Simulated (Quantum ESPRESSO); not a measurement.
## Ti under changes of volume

One of the cells (17.020 Å³/atom); the others are scaled copies at fixed shape and fractional positions:

```
Ti
1.0
     4.56737    0.00000    0.00000
    -2.28369    3.95546    0.00000
     0.00000    0.00000    2.82624
Ti
3
Cartesian
  2.2837 1.3185 1.4131
  0.0000 2.6370 1.4131
  0.0000 0.0000 0.0000
```

This isn't the form of Ti at room conditions, which is hcp.

| Quantity | Value |
| --- | --- |
| Program | Quantum ESPRESSO 7.5 |
| Functional | PBE |
| Potentials or basis | SSSP 1.3 efficiency PBE |
| Cutoff | 748 eV |
| Density cutoff | 5987 eV |
| k mesh | 7 × 7 × 9 |
| Occupations | fermi-dirac, width 0.05 eV |
| Spin | no spin polarisation |

```tsv
volume (Å³/atom)	energy over the lowest point (meV/atom)	pressure (GPa)
15.999	?	?
16.339	13.81	5.8
16.679	4.21	3.2
17.020	0.00	0.8
17.360	0.70	-1.4
17.701	5.89	-3.4
18.041	15.18	-5.3
```

Task: What does the run at 15.999 Å³/atom give?

Result: Energy over the lowest point 29.31 meV/atom; pressure 8.8 GPa.

Worked out: A Birch-Murnaghan fit of order 3 (a polynomial in V^(-2/3)) to the other rows has its minimum at 17.14 Å³/atom with B0 = V·E''(V) = 113 GPa and B' = 3.6 at fixed shape and positions, which overstates the stiffness. It gives 29.29 meV/atom at 15.999 Å³/atom, against the run's 29.31, and -dE/dV = 8.8 GPa, against 8.8.

Energies are extrapolated to zero smearing.
